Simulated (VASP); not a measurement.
A run of VASP 6.6.1 is set up as follows.

POSCAR

```
GaN
1.0
    3.1800000000      0.0000000000      0.0000000000
   -1.5900000000      2.7539607840      0.0000000000
    0.0000000000      0.0000000000      5.1660000000
Ga N
2 2
Direct
    0.6666666667      0.3333333333      0.5000000000
    0.3333333333      0.6666666667      0.0000000000
    0.6666666667      0.3333333333      0.8750000000
    0.3333333333      0.6666666667      0.3750000000
```

Contents of INCAR.step1:

```
SYSTEM = GaN
PREC     = Accurate       ! precision mode
ENCUT    = 520            ! plane-wave cutoff, eV
EDIFF    = 1E-5           ! SCF threshold, eV
ISMEAR   = 0              ! smearing method
SIGMA    = 0.02           ! smearing width, eV
LREAL    = .False.        ! projectors in reciprocal space
LASPH    = .True.         ! aspherical terms in the spheres
NELM     = 80             ! most SCF steps
ALGO     = Normal         ! electronic algorithm
ISIF     = 2              ! what is computed and relaxed
LWAVE    = .True.         ! write WAVECAR
LCHARG   = .False.        ! write CHGCAR
MAGMOM   = 0 0 0 0 0 0 0 0 0 0 0 0 ! initial moments
LORBIT   = 11             ! projections on sites
LSORBIT  = .True.         ! spin-orbit coupling
GGA_COMPAT= .False.      
GGA      = PE             ! functional
KPAR     = 4
```

File INCAR.step2:

```
SYSTEM = GaN
PREC     = Accurate       ! precision mode
ENCUT    = 520            ! plane-wave cutoff, eV
EDIFF    = 1E-7           ! SCF threshold, eV
ISMEAR   = 0              ! smearing method
SIGMA    = 0.02           ! smearing width, eV
LREAL    = .False.        ! projectors in reciprocal space
LASPH    = .True.         ! aspherical terms in the spheres
NELM     = 80             ! most SCF steps
ALGO     = Normal         ! electronic algorithm
ISIF     = 2              ! what is computed and relaxed
LWAVE    = .False.        ! write WAVECAR
LCHARG   = .False.        ! write CHGCAR
MAGMOM   = 0 0 0 0 0 0 0 0 0 0 0 0 ! initial moments
LORBIT   = 11             ! projections on sites
LSORBIT  = .True.         ! spin-orbit coupling
GGA_COMPAT= .False.      
GGA      = PE             ! functional
LHFCALC  = .True.         ! exact exchange
HFSCREEN = 0.2            ! screening, 1/A
PRECFOCK = Fast         
ISTART   = 1            
KPAR     = 4
```

File KPOINTS:

```
Automatic mesh
0
Gamma
  6 6 4
  0 0 0
```

Potentials or basis: VASP PAW PBE potentials, release 64 (Ga_d, N).

Run with:

```bash
$ cat potpaw_PBE.64/Ga_d/POTCAR potpaw_PBE.64/N/POTCAR > POTCAR
$ cp INCAR.step1 INCAR
$ mpirun -np 4 vasp_ncl > vasp.out
$ cp INCAR.step2 INCAR
$ mpirun -np 4 vasp_ncl > vasp.out
```

Q: Predict the pressure.

A: 0.9 GPa.

Q: Estimate the largest force.

A: 0.154 eV/Å.

Stress tensor (GPa, compression positive):
```
0.34 0.00 0.00
0.00 0.34 0.00
0.00 0.00 2.01
```

Caveat: the k mesh is coarse (spacing up to 0.38 Å⁻¹), so the values aren't converged, least of all with exact exchange; the PAW data sets were made with another functional, which shifts forces and pressure a little.
